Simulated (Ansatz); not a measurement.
## Tl2H: from a trial structure to a relaxed crystal

Level of theory: DFT PBE, scalar-relativistic, plane waves, PAW in Ansatz 0.2.0. Cutoff 420 eV, Γ-centred k mesh, Gaussian smearing, no spin polarisation in the final step.

Tl2H was placed on the beta-cristobalite structure type (Fd-3m, No. 227), with H in place of Si, Tl in place of O, at a guessed volume.

```yaml
crystal:
  lattice:
    - [0.00000, 4.42356, 4.42356]
    - [4.42356, 0.00000, 4.42356]
    - [4.42356, 4.42356, 0.00000]
  atoms:
    - { symbol: Tl, position: [0.62500, 0.62500, 0.62500] }
    - { symbol: Tl, position: [0.12500, 0.62500, 0.62500] }
    - { symbol: Tl, position: [0.62500, 0.62500, 0.12500] }
    - { symbol: Tl, position: [0.62500, 0.12500, 0.62500] }
    - { symbol: H, position: [0.50000, 0.50000, 0.50000] }
    - { symbol: H, position: [0.75000, 0.75000, 0.75000] }
```

Cell and atoms relax at zero pressure; the relaxation can't lower the symmetry of the start. After a coarse first stage the cell is made exact in the group found at 0.06 Å.

Energies over the elements count from the elements' standard structures at the same level (H₂ as a molecule), with no empirical corrections.

Task: What does it relax into?

Result: It keeps Fd-3m (No. 227). The result has the beta-cristobalite structure. Conventional cell: a = 10.382 Å. Around Tl lie 2 H at 2.25 Å; around H lie 4 Tl at 2.25 Å.

Space group Fd-3m:1 (No. 227). a = 10.382 Å, b = 10.382 Å, c = 10.382 Å, α = 90.00°, β = 90.00°, γ = 90.00°
| atom | site | symmetry | x | y | z |
| --- | --- | --- | --- | --- | --- |
| Tl | 16c | .-3m | 0.1250 | 0.1250 | 0.1250 |
| H | 8a | -43m | 0.5000 | 0.0000 | 0.5000 |

Task: What are its volume, energy, density and gap?

Result: The volume per atom is 46.63 Å³ and the density is 4.86 g/cm³. The energy over the elements is 0.68 eV/atom. The gap on the 6×6×6 mesh is 0 eV (a metal).

The final run used a 6×6×6 mesh on its 6-atom cell and 0.10 eV smearing. For metals, differences of a few meV/atom aren't resolved. Spin–orbit coupling is left out. Symmetry constrained the relaxation, so the result can be a saddle point.

Cost: 3 runs of about 1.2 core-minutes in all, on Arm Neoverse V2 (shared hosts).